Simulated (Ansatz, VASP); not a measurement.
## One calculation of Mo, two programs

The input INCAR:

```
PREC     = Accurate       # precision mode
ENCUT    = 520            # plane-wave cutoff, eV
EDIFF    = 1E-6           # SCF threshold, eV
ISMEAR   = -1             # smearing method
SIGMA    = 0.05           # smearing width, eV
LREAL    = F              # projectors in reciprocal space
LASPH    = T              # aspherical terms in the spheres
NELM     = 60             # most SCF steps
ALGO     = Normal         # electronic algorithm
ISIF     = 2              # what is computed and relaxed
LWAVE    = F              # write WAVECAR
LCHARG   = T              # write CHGCAR
LELF     = T              # ELF
LVHAR    = T            
NBANDS   = 13             # bands
```

The input KPOINTS:

```
regular mesh
0
Gamma
  12 12 12
```

Contents of POSCAR:

```
Mo
1.0
   -1.5838089719      1.5838089719      1.5838089719
    1.5838089719     -1.5838089719      1.5838089719
    1.5838089719      1.5838089719     -1.5838089719
Mo
1
Direct
    0.0000000000      0.0000000000      0.0000000000
```

Contents of input.yaml:

```yaml
crystal:
  lattice:
    - [-1.5838089719, 1.5838089719, 1.5838089719]
    - [1.5838089719, -1.5838089719, 1.5838089719]
    - [1.5838089719, 1.5838089719, -1.5838089719]
  atoms:
    - { symbol: Mo, position: [0.0, 0.0, 0.0] }
kpoints:
  mp_grid: { grid: [12, 12, 12] }
scf:
  occupations: { method: fermi_dirac, width: 0.05 }
hamiltonian:
  xc: lda
  pseudopotentials: { kind: all_electron, lapw: { basis_error: 0.001 } }
output:
  forces: true
  stress: true
  eigenvalues: true
```

Alike in both runs: task single point; functional LDA; k mesh 12 × 12 × 12; occupations fermi-dirac, width 0.05 eV; no spin polarisation.

|  | VASP | Ansatz |
| --- | --- | --- |
| version | VASP 6.6.1 | Ansatz 0.2.0 |
| potentials or method | VASP PAW LDA potentials, release 64 (Mo_sv) | all-electron LAPW, scalar-relativistic |
| plane-wave cutoff (eV) | 520 | see its input |

Ansatz gave:

* gap on the k mesh at the Fermi level (eV): none
* pressure (GPa): -14.1

Which values does VASP return?

gap on the k mesh at the Fermi level (eV): none; pressure (GPa): -13.2.

A gap of «none» marks a metal or a gap that the smearing closes. Ansatz ran all-electron here, so the differences hold the error of VASP's frozen core and of both bases.
